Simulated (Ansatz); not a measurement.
The system is Na2S.

```
S Na
1.0
     0.00000    3.27350    3.27350
     3.27350    0.00000    3.27350
     3.27350    3.27350    0.00000
S Na
1 2
Direct
  0.00000 0.00000 0.00000
  0.75000 0.75000 0.75000
  0.25000 0.25000 0.25000
```

Base run:

- Program: Ansatz 0.2.0
- Functional: HSE06 form with a typed share of exact exchange
- Potentials or basis: Ansatz PAW
- Cutoff: 420 eV (not typed: the program's choice for these potentials)
- k mesh: 4 × 4 × 4
- Occupations: fermi-dirac, width 0.05 eV
- Spin: no spin polarisation

Its results: band gap on the k mesh 3.49 eV, direct; pressure -0.3 GPa.

Task: The run is repeated on the same cell with these changes: share of exact exchange from 0.25 to 0.15. What comes out?

Result: Band gap on the k mesh 3.07 eV, direct; pressure -0.1 GPa.

Caveats: the PAW data sets come from PBE, with cores solved anew for the run's functional, which leaves a small shift of forces and pressure; the thresholds are loose for stress.

